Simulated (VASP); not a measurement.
P4: relaxation of the atoms with LDA

Molecule: P4, in a box.

```
CELL_PARAMETERS angstrom
12.00000 0.00000 0.00000
0.00000 12.50000 0.00000
0.00000 0.00000 13.00000
ATOMIC_POSITIONS crystal
P 0.56511 0.56251 0.56010
P 0.56511 0.43749 0.43990
P 0.43489 0.56251 0.43990
P 0.43489 0.43749 0.56010
```

- Program: VASP 6.6.1
- Task: relaxation of the atoms
- Functional: LDA
- Potentials or basis: VASP PAW LDA potentials, release 64 (P)
- Cutoff: 520 eV
- k mesh: 1 × 1 × 1
- Occupations: gaussian, width 0.02 eV
- Spin: no spin polarisation
- Further INCAR settings: ALGO = Normal; EDIFF = 1e-07; ISYM = 0; IBRION = 2; EDIFFG = -0.005; NSW = 90

```json
{"Energy gained by relaxing": "6.1 meV/atom", "Ionic steps": "3", "Gap between the frontier levels": "5.02 eV"}
```

The path:
```tsv
step	energy change (eV)	largest force (eV/Å)	pressure (GPa)
1	0.0000	0.6992	-0.11
2	-0.0003	0.7481	0.11
3	-0.0245	0.0001	0.00
```

Final structure:
```xyz
4
Lattice="12.0000 0.0000 0.0000 0.0000 12.5000 0.0000 0.0000 0.0000 13.0000" Properties=species:S:1:pos:R:3 pbc="T T T"
P     6.7714    7.0214    7.2714
P     6.7714    5.4786    5.7286
P     5.2286    7.0214    5.7286
P     5.2286    5.4786    7.2714
```

Levels at points of the mesh, in eV from the valence-band top:
| k point | band 6 | band 7 | band 8 | band 9 | band 10 | band 11 | band 12 | band 13 | band 14 |
| --- | --- | --- | --- | --- | --- | --- | --- | --- | --- |
| (0.00, 0.00, 0.00) | -0.78 | -0.78 | -0.78 | 0.00 | 0.00 | 5.02 | 5.02 | 5.02 | 5.10 |

Run time: 3.1 min on 1 thread of Intel(R) Xeon(R) Platinum 8559C (Emerald Rapids), on a shared host, peak memory 0.87 GiB.
